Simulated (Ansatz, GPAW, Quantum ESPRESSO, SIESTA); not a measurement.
## NbP: 5 runs at one level of theory

```xyz
4
Lattice="-1.6749 1.6749 5.7401 1.6749 -1.6749 5.7401 1.6749 1.6749 -5.7401" Properties=species:S:1:pos:R:3 pbc="T T T"
Nb    1.6084   -0.0063    2.9324
Nb   -0.0277   -0.0107    5.7562
P    -0.0628    1.7222    3.8209
P     0.0029   -0.0365    0.8889
```

The cell is a database's computed one, not the measured one.

Atoms were shifted at random by some hundredths of an Å from the given cell, which wasn't relaxed again for these runs.

Alike in all runs: task single point; functional PBEsol; k mesh 11 × 11 × 11; occupations fermi-dirac, width 0.05 eV; no spin polarisation; no spin-orbit coupling. Pressure is positive in compression and, in plane waves, holds the error of the finite cutoff, which Ansatz's Pulay term estimates and takes out.

```tsv
program and potentials	plane-wave cutoff (eV)	notes	pressure (GPa)	largest force (eV/Å)	energy over the undisturbed cell (meV/atom)
Ansatz, Ansatz PAW	420	potentials made for PBE, which Ansatz adapts in part; Pulay term of +0.03 GPa included	-5.76	1.242	27.26
Ansatz, all-electron LAPW, scalar-relativistic	-	-	-5.77	1.242	-
Quantum ESPRESSO, GBRV 1.5 PBEsol	612	-	-6.11	1.242	-
GPAW, PAW data sets generated for this functional	600	-	-6.08	1.247	-
SIESTA, files PseudoDojo sr-pbesol-0.4.1-standard, DZP (energy shift 0.003 Ry; two zetas on semicore shells)	-	atomic basis	-3.88	1.286	28.02
```

Force on atom 4 (P), eV/Å:

```tsv
program and potentials	x	y	z
Ansatz, Ansatz PAW	-0.456	0.324	1.109
Ansatz, all-electron LAPW, scalar-relativistic	-0.455	0.324	1.109
Quantum ESPRESSO, GBRV 1.5 PBEsol	-0.455	0.324	1.109
GPAW, PAW data sets generated for this functional	-0.457	0.324	1.114
SIESTA, files PseudoDojo sr-pbesol-0.4.1-standard, DZP (energy shift 0.003 Ry; two zetas on semicore shells)	-0.471	0.337	1.148
```

The pressure spans -6.11 (Quantum ESPRESSO, GBRV 1.5 PBEsol) to -3.88 GPa (SIESTA, files PseudoDojo sr-pbesol-0.4.1-standard, DZP (energy shift 0.003 Ry; two zetas on semicore shells)), with all-electron results at -5.77. The pressure on the cell as given of SIESTA, files PseudoDojo sr-pbesol-0.4.1-standard, DZP (energy shift 0.003 Ry; two zetas on semicore shells) lies far from the others; the cause wasn't traced. Rows in atomic bases carry the error of their basis and grid, which can be large.

Differences between rows come from potentials, basis sets and numerical settings, since the functional is the same but for its coding. Runs on potential files found faulty are left out.
